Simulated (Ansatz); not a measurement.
CdTe (started from an entry of an open crystallographic database) at its r2SCAN geometry, run in the plane-wave code Ansatz at 4 levels of theory. No magnetic order and no zero-point or thermal motion.

The r2SCAN input:
```yaml
crystal:
  lattice:
    - [0.0, 3.2799012461, 3.2799012461]
    - [3.2799012461, 0.0, 3.2799012461]
    - [3.2799012461, 3.2799012461, 0.0]
  atoms:
    - { symbol: Cd, position: [0.0, 0.0, 0.0] }
    - { symbol: Te, position: [0.25, 0.25, 0.25] }
kpoints:
  mp_grid: { grid: [6, 6, 6] }
  band_path:
    path:
      - [0.0, 0.0, 0.0]
      - [-0.5, -0.5, 0.0]
      - [-0.375, -0.375, 0.25]
      - [-0.375, 0.0, 0.375]
      - [0.0, 0.0, 0.5]
      - [-0.5, -0.25, 0.25]
    npoints: 1
hamiltonian:
  xc: r2scan
scf:
  occupations: { method: fixed }
  n_extra_bands: 4
output:
  forces: true
  stress: true
  eigenvalues: true
```

Main results, then, where recorded, the levels near the gap in eV from the Fermi energy (columns number the bands from 0), one row a point of the path (Γ, X, U, K, L, W):
```
Crystal: 2 atoms, lattice volume = 70.569 Å³
Symmetry: 24 space group operations
Space group: F-43m (ITA 216)
```
```
Basis set: ecut = 500 eV, 1807 PW (Γ)
k-points: 16 of 216 (time reversal used)
SCF converged after 6 iterations
Free energy (F): -15264.136460 eV
Fermi energy:    6.706260 eV
--- Stress (GPa, compression-positive) ---
       -0.026295       0.000000       0.000000
        0.000000      -0.026295       0.000000
        0.000000       0.000000      -0.026295
  P = ⅓ Tr σ = -0.0263 GPa (-0.263 kbar)
```
```tsv
band_13	band_14	band_15	band_16	band_17	band_18	band_19	band_20
-8.226	-8.226	0.000	0.000	0.000	1.161	5.076	5.076
-8.198	-7.735	-4.162	-1.780	-1.780	2.967	3.000	9.229
-8.213	-7.697	-4.052	-2.447	-1.471	3.249	4.823	7.771
-8.213	-7.697	-4.052	-2.447	-1.471	3.249	4.823	7.771
-8.218	-7.876	-4.274	-0.734	-0.734	2.201	5.623	5.623
-8.225	-7.663	-4.026	-2.235	-2.084	4.543	4.954	6.055
```

The r2SCAN gap is direct at Γ: 1.16 eV.

HSE06. Against the first input these blocks differ (the band path and keys that only write files left aside):
```yaml
kpoints:
  mp_grid: { grid: [4, 4, 4] }
hamiltonian:
  xc: hse06
```

```
Basis set: ecut = 420 eV, 1411 PW (Γ)
k-points: 8 of 64 (time reversal used)
Exchange kernel: α = 0.2500, screened, ω = 0.2079 Å⁻¹, Wigner–Seitz truncation, v(0) = 1040.8743 eV·Å³, q-mesh 4×4×4
hybrid outer 1: dexx = +8.838e-3 eV, tail = 7.13e-5 eV
hybrid outer 2: dexx = +3.642e-7 eV, tail = 4.82e-8 eV, Δε = 2.19e-3 eV
hybrid SCF converged: 2 outer / 10 inner (+2 warm-up)
Free energy (F): -15243.593224 eV
Fermi energy:    6.485594 eV
--- Stress (GPa, compression-positive) ---
        0.242314       0.000000       0.000000
        0.000000       0.242314       0.000000
        0.000000       0.000000       0.242314
  P = ⅓ Tr σ = 0.2423 GPa (2.423 kbar)
```
```tsv
band_13	band_14	band_15	band_16	band_17	band_18	band_19	band_20
-9.301	-9.301	0.000	0.000	0.000	1.527	5.484	5.484
-9.275	-8.692	-4.411	-1.868	-1.868	3.359	3.462	9.716
-9.289	-8.660	-4.284	-2.563	-1.544	3.686	5.335	8.232
-9.289	-8.660	-4.284	-2.563	-1.544	3.686	5.335	8.232
-9.294	-8.871	-4.513	-0.772	-0.772	2.610	6.061	6.061
-9.299	-8.623	-4.254	-2.349	-2.172	5.115	5.428	6.460
```

HSE06 gives a direct gap of 1.53 eV at Γ. The mean stress, +0.2 GPa, is small, and the program warns that its thresholds are loose for a hybrid's stress.

Task: In the first input these blocks are replaced (the band path and keys that only write files left aside):
```yaml
kpoints:
  mp_grid: { grid: [4, 4, 4] }
hamiltonian:
  xc: hse06
scf:
  occupations: { method: fixed }
  n_extra_bands: 8
magnetization:
  noncollinear: true
  spin_orbit: true
output:
  eigenvalues: true
```
What comes out?

Result:
```
Basis set: ecut = 420 eV, 1411 PW (Γ)
k-points: 8 of 64 (time reversal used)
Exchange kernel: α = 0.2500, screened, ω = 0.2079 Å⁻¹, Wigner–Seitz truncation, v(0) = 1040.8743 eV·Å³, q-mesh 4×4×4
hybrid outer 1: dexx = +8.890e-3 eV, tail = 7.60e-5 eV
hybrid outer 2: dexx = +3.385e-7 eV, tail = 9.29e-8 eV, Δε = 2.78e-3 eV
hybrid SCF converged: 2 outer / 9 inner (+5 warm-up)
Free energy (F): -15240.603043 eV
Fermi energy:    6.788039 eV
```
```tsv
band_26	band_27	band_28	band_29	band_30	band_31	band_32	band_33	band_34	band_35	band_36	band_37	band_38	band_39	band_40	band_41
-9.393	-9.393	-9.393	-9.393	-0.939	-0.939	0.000	0.000	0.000	0.000	1.228	1.228	4.945	4.945	5.291	5.291
-9.362	-9.362	-8.871	-8.871	-4.742	-4.742	-2.370	-2.370	-1.990	-1.990	3.056	3.056	3.162	3.162	9.248	9.248
-9.366	-9.341	-8.917	-8.781	-4.733	-4.484	-3.079	-2.739	-1.848	-1.803	3.361	3.398	4.924	5.127	7.875	7.878
-9.366	-9.341	-8.917	-8.781	-4.733	-4.484	-3.079	-2.739	-1.848	-1.803	3.361	3.398	4.924	5.127	7.875	7.878
-9.345	-9.345	-9.016	-9.016	-4.840	-4.840	-1.374	-1.374	-0.798	-0.798	2.308	2.308	5.679	5.679	5.827	5.827
-9.363	-9.345	-8.890	-8.744	-4.720	-4.435	-2.989	-2.470	-2.433	-2.403	4.566	4.989	5.115	5.180	6.059	6.240
```
HSE06+SOC gives a direct gap of 1.23 eV at Γ.

Task: In the first input these blocks are replaced (the band path and keys that only write files left aside):
```yaml
kpoints:
  mp_grid: { grid: [4, 4, 4] }
hamiltonian:
  xc: r2scan0
```
What comes out?

Result:
```
Basis set: ecut = 500 eV, 1807 PW (Γ)
k-points: 8 of 64 (time reversal used)
hybrid outer 1: dexx = +5.922e-3 eV, tail = 3.13e-5 eV
hybrid outer 2: dexx = +5.240e-7 eV, tail = 2.15e-8 eV, Δε = 2.04e-3 eV
hybrid SCF converged: 2 outer / 10 inner (+4 warm-up)
Free energy (F): -15263.960383 eV
Fermi energy:    5.980757 eV
--- Stress (GPa, compression-positive) ---
       -0.422070       0.000000       0.000000
        0.000000      -0.422070       0.000000
        0.000000       0.000000      -0.422070
  P = ⅓ Tr σ = -0.4221 GPa (-4.221 kbar)
```
```tsv
band_13	band_14	band_15	band_16	band_17	band_18	band_19	band_20
-9.610	-9.610	0.000	0.000	0.000	2.456	6.461	6.461
-9.585	-8.970	-4.510	-1.929	-1.929	4.165	4.333	10.797
-9.599	-8.937	-4.368	-2.667	-1.593	4.548	6.249	9.233
-9.599	-8.937	-4.368	-2.667	-1.593	4.548	6.249	9.233
-9.604	-9.158	-4.638	-0.794	-0.794	3.524	7.011	7.011
-9.609	-8.899	-4.337	-2.438	-2.239	6.091	6.248	7.484
```
The r2SCAN0 gap is direct at Γ: 2.46 eV. The mean stress, -0.4 GPa, is small, and the program warns that its thresholds are loose for a hybrid's stress.

The hybrids run on coarser meshes, which limits their stresses and small splittings of levels.

Totals of different functionals, or with and without spin-orbit coupling, can't be compared.

Only the levels marked +SOC include spin-orbit coupling.

The meshes of the hybrids are coarse, so their gaps aren't converged to the digits shown.
